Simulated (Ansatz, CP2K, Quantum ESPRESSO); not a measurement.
## One calculation of Tc, 6 ways

```xyz
2
Lattice="2.7400 0.0000 0.0000 -1.3700 2.3729 0.0000 0.0000 0.0000 4.3980" Properties=species:S:1:pos:R:3 pbc="T T T"
Tc    1.3700    0.7910    3.2985
Tc    0.0000    1.5819    1.0995
```

Alike in all runs: task band structure; functional PBEsol; k mesh 11 × 11 × 6; occupations fermi-dirac, width 0.05 eV; no spin polarisation; no spin-orbit coupling. Pressure is positive in compression and, in plane waves, holds the error of the finite cutoff, which Ansatz's Pulay term estimates and takes out.

```csv
program and potentials,plane-wave cutoff (eV),notes,pressure (GPa)
"Ansatz, Ansatz PAW (files of its older set among them)",500,"potentials made for PBE, which Ansatz adapts in part; 15 valence electrons an atom on average",-6.56
"Quantum ESPRESSO, PseudoDojo 0.4.1 SR PBEsol standard",1143,15 valence electrons an atom on average,-6.19
"Ansatz, all-electron LAPW, scalar-relativistic",-,-,-6.57
"Quantum ESPRESSO, GBRV 1.5 PBEsol",612,15 valence electrons an atom on average,?
"CP2K, POTENTIAL_UZH Tc GTH-PBE-q15; TZVP-MOLOPT-PBE-GTH basis",-,atomic basis; potentials made for PBE; 15 valence electrons an atom on average,-2.10
"Ansatz, PAW datasets made for the crystal",300,7 valence electrons an atom on average,-6.57
```

Estimate from the other rows what the run with Quantum ESPRESSO, GBRV 1.5 PBEsol gave.

Pressure -7.03 GPa. The other rows, which needn't bracket it: pressure -6.57 to -2.10.
